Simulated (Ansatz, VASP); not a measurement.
## One calculation of TaC, two programs

Contents of INCAR:

```
PREC = Accurate ; ENCUT = 520
EDIFF = 1E-7 ; ISMEAR = -1
SIGMA = 0.05 ; LREAL = False
LASPH = True ; NELM = 100
ALGO = Normal ; ISIF = 2
LWAVE = False ; LCHARG = False
GGA = PE ; NBANDS = 14
```

Contents of KPOINTS:

```
regular mesh
0
Gamma
  10 10 10
```

Contents of POSCAR:

```
TaC
1.0
    0.0000000000      2.2665993042      2.2665993042
    2.2665993042      0.0000000000      2.2665993042
    2.2665993042      2.2665993042      0.0000000000
Ta C
1 1
Direct
    0.0000000000      0.0000000000      0.0000000000
    0.5000000000      0.5000000000      0.5000000000
```

Contents of input.yaml:

```yaml
crystal:
  lattice:
    - [0.0, 2.2665993042, 2.2665993042]
    - [2.2665993042, 0.0, 2.2665993042]
    - [2.2665993042, 2.2665993042, 0.0]
  atoms:
    - { symbol: Ta, position: [0.0, 0.0, 0.0] }
    - { symbol: C, position: [0.5, 0.5, 0.5] }
hamiltonian:
  xc: pbe
  pseudopotentials: { kind: paw }
kpoints:
  mp_grid: { grid: [10, 10, 10] }
scf:
  occupations: { method: fermi_dirac, width: 0.05 }
output:
  forces: true
  stress: true
  eigenvalues: true
```

Change from the starting cell: volume scaled by 1.06.

Alike in both runs: task single point; functional PBE; k mesh 10 × 10 × 10; occupations fermi-dirac, width 0.05 eV; no spin polarisation.

|  | VASP | Ansatz |
| --- | --- | --- |
| version | VASP 6.6.1 | Ansatz 0.2.0 |
| potentials or method | VASP PAW PBE potentials, release 64 (Ta_pv, C) | Ansatz PAW |
| plane-wave cutoff (eV) | 520 | 420 |
| valence electrons in the cell | 15 | 17 |

```csv
,VASP,Ansatz,Ansatz less VASP
gap on the k mesh at the Fermi level (eV),none,none,-
pressure (GPa),-11.0,-11.6,-0.56
```

A gap of «none» marks a metal or a gap that the smearing closes. The functional is the same, so the differences come from potentials, cutoffs and numerics. The two sets of potentials don't hold the same shells in valence.

The runs have no spin-orbit coupling, so splittings on Ta are missing.
